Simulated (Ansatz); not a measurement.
GeO$_{2}$:
```yaml
crystal:
  lattice:
    - [4.48745, 0.00000, 0.00000]
    - [0.00000, 4.48745, 0.00000]
    - [0.00000, 0.00000, 2.90503]
  atoms:
    - { symbol: Ge, position: [0.00000, 0.00000, 0.00000] }
    - { symbol: Ge, position: [0.50000, 0.50000, 0.50000] }
    - { symbol: O, position: [0.30714, 0.30714, 0.00000] }
    - { symbol: O, position: [0.19286, 0.80714, 0.50000] }
    - { symbol: O, position: [0.69286, 0.69286, 0.00000] }
    - { symbol: O, position: [0.80714, 0.19286, 0.50000] }
```

Cartesian axes are those of the cell as given.

Task: Give the high-frequency dielectric tensor and the Born effective charge tensors of the independent atoms from DFPT, PBE (plane waves, PAW; program Ansatz).

Result: 
ε∞:
```
4.51  0.00  0.00
0.00  4.51  0.00
0.00  0.00  4.80
```
Z* of atom 1 (Ge), rows: field, columns: displacement, in e:
```
4.16  0.68  0.00
0.68  4.16  0.00
0.00  0.00  4.47
```
Z* of atom 3 (O), rows: field, columns: displacement, in e:
```
-2.08  -0.78   0.00
-0.78  -2.08   0.00
 0.00   0.00  -2.24
```

Static charges for comparison (Bader): Ge1 +2.45, O3 -1.22 e. Born charges measure polarisation by displacement and can exceed these by far.

Space group P4_2/mnm (rutile). The PBE relaxation kept the symmetry of its start. Spin–orbit coupling is left out wherever it is not named.

Potentials: the later of the program's two PAW sets.
